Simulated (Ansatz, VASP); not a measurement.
## Two plane-wave programs on AlGa3N4

```xyz
8
Lattice="4.4270 0.0000 0.0000 0.0000 4.4270 0.0000 0.0000 0.0000 4.4270" Properties=species:S:1:pos:R:3 pbc="T T T"
Al    0.0000    0.0000    0.0000
Ga    2.2135    2.2135    0.0000
Ga    2.2135    0.0000    2.2135
Ga    0.0000    2.2135    2.2135
N     3.3416    3.3416    1.0854
N     3.3416    1.0854    3.3416
N     1.0854    3.3416    3.3416
N     1.0854    1.0854    1.0854
```

Alike in both runs: functional LDA; k mesh 6 × 6 × 6; occupations gaussian, width 0.02 eV; no spin polarisation.

Ansatz relaxed the structure, and its values are those at the end. VASP's run is a single point on that final structure, the one shown.

|  | VASP | Ansatz |
| --- | --- | --- |
| version | VASP 6.6.1 | Ansatz 0.2.0 |
| potentials or method | VASP PAW LDA potentials, release 64 (Al, Ga_d, N) | scalar-relativistic, plane waves, PAW |
| plane-wave cutoff (eV) | 520 | 420 |
| valence electrons in the cell | 62 | 62 |

Ansatz gave:

- gap on the k mesh at the Fermi level (eV): 2.56
- least direct gap on the mesh (eV): 2.56
- pressure (GPa): 0.0
- rms of the force components (eV/Å): 0.001

Estimate VASP's values.

gap on the k mesh at the Fermi level (eV): 2.57; least direct gap on the mesh (eV): 2.57; pressure (GPa): 1.0; rms of the force components (eV/Å): 0.012.

A hybrid or GW would open this gap; LDA tends to underestimate it.
